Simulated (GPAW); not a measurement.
A run of GPAW 26.7.0 is set up as follows.

The input run.py:

```python
from ase import Atoms
from ase.dft.bandgap import bandgap
from ase.io import write
from ase.units import GPa
from gpaw import GPAW, PW

atoms = Atoms(['Co', 'O'],
              cell=[[1.5054695445, 0.8691832468, 2.4399269062],
                    [-1.5054695445, 0.8691832468, 2.4399269062],
                    [0.0, -1.7383664936, 2.4399269062]],
              scaled_positions=[[0.0, 0.0, 0.0],
                                [0.5, 0.5, 0.5]],
              pbc=True)
atoms.set_initial_magnetic_moments([2.0, 0.0])

calc = GPAW(mode=PW(800),
            xc='LDA',
            kpts={'size': (7, 7, 7), 'gamma': True},
            occupations={'name': 'fermi-dirac', 'width': 0.05},
            nbands=17,
            convergence={'density': 1e-05, 'energy': 1e-05},
            maxiter=150,
            txt='gpaw.txt')
atoms.calc = calc
energy = atoms.get_potential_energy()
forces = atoms.get_forces()
stress = atoms.get_stress()
calc.write('gs.gpw')
write('result.traj', atoms)
print(f'Energy: {energy:.6f} eV')
print('Forces (eV/A):')
print(forces.round(4))
print('Stress (GPa):', (stress / GPa).round(3))
print('Moments:', calc.get_magnetic_moments().round(3))
print('Fermi level:', round(calc.get_fermi_level(), 4), 'eV')
print(f'Gap: {bandgap(calc)[0]:.4f} eV, direct: {bandgap(calc, direct=True)[0]:.4f} eV')

path = atoms.cell.bandpath('GLB1,BZGX,QFP1Z,LP', npoints=100, eps=1e-4)
bs_calc = calc.fixed_density(kpts=path, symmetry='off', nbands=25,
                             convergence={'bands': 'CBM+6.0', 'eigenstates': 1e-6}, txt='bands.txt')
bs = bs_calc.band_structure()
bs.write('bs.json')
print(f'Gap on the path: {bandgap(bs_calc)[0]:.4f} eV')
```

Potentials or basis: the program's PAW data sets (release 1.2.1) made for this functional, pw.

Command:

```sh
$ OMP_NUM_THREADS=1 python run.py
```

Estimate the pressure.

-17.9 GPa.

Predict the band gap along the path.

none (metal or under the smearing width).

Levels at the corners of the path, in eV from the Fermi level:
Spin up:
| point | band 7 | band 8 | band 9 | band 10 |
| --- | --- | --- | --- | --- |
| Γ | -3.06 | -3.06 | -3.05 | 0.79 |
| L | -1.79 | 0.16 | 0.18 | 4.76 |
| B1 | -2.27 | -1.99 | -1.23 | 7.77 |
| B | -2.27 | -1.99 | -1.23 | 7.77 |
| Z | -1.76 | 0.18 | 0.18 | 4.70 |
| Γ | -3.06 | -3.06 | -3.05 | 0.79 |
| X | -1.89 | -1.87 | -1.20 | 7.10 |
| Q | -1.89 | -1.87 | -1.20 | 7.10 |
| F | -2.14 | -2.00 | -1.99 | 5.54 |
| P1 | -1.89 | -1.86 | -1.18 | 7.11 |
| Z | -1.76 | 0.18 | 0.18 | 4.70 |
| L | -1.79 | 0.16 | 0.18 | 4.76 |
| P | -1.89 | -1.86 | -1.18 | 7.11 |
Spin down:
| point | band 3 | band 4 | band 5 | band 6 | band 7 | band 8 | band 9 | band 10 |
| --- | --- | --- | --- | --- | --- | --- | --- | --- |
| Γ | -2.93 | -2.88 | -1.16 | -1.15 | -1.12 | -0.45 | -0.45 | 1.33 |
| L | -5.07 | -5.02 | -0.15 | -0.12 | 0.17 | 2.31 | 2.32 | 5.12 |
| B1 | -5.96 | -5.43 | -0.42 | -0.41 | 0.17 | 0.43 | 1.17 | 8.57 |
| B | -5.96 | -5.43 | -0.42 | -0.41 | 0.17 | 0.43 | 1.17 | 8.57 |
| Z | -5.09 | -5.09 | -0.12 | -0.12 | 0.18 | 2.33 | 2.33 | 5.06 |
| Γ | -2.93 | -2.88 | -1.16 | -1.15 | -1.12 | -0.45 | -0.45 | 1.33 |
| X | -6.01 | -4.67 | -1.11 | 0.01 | 0.17 | 0.69 | 1.15 | 7.83 |
| Q | -6.01 | -4.67 | -1.11 | 0.01 | 0.17 | 0.69 | 1.15 | 7.83 |
| F | -4.22 | -4.16 | -2.34 | 0.03 | 0.17 | 0.17 | 0.55 | 6.29 |
| P1 | -6.01 | -4.73 | -1.08 | 0.01 | 0.17 | 0.70 | 1.17 | 7.83 |
| Z | -5.09 | -5.09 | -0.12 | -0.12 | 0.18 | 2.33 | 2.33 | 5.06 |
| L | -5.07 | -5.02 | -0.15 | -0.12 | 0.17 | 2.31 | 2.32 | 5.12 |
| P | -6.01 | -4.73 | -1.08 | 0.01 | 0.17 | 0.69 | 1.17 | 7.83 |

Caveat: the k mesh is coarse (spacing up to 0.37 Å⁻¹), so the values aren't converged; a cell with one magnetic atom can't hold antiferromagnetic order, which such compounds often take; semilocal functionals often make such compounds metallic where correlation or magnetic order opens a gap, which also shifts bond lengths.
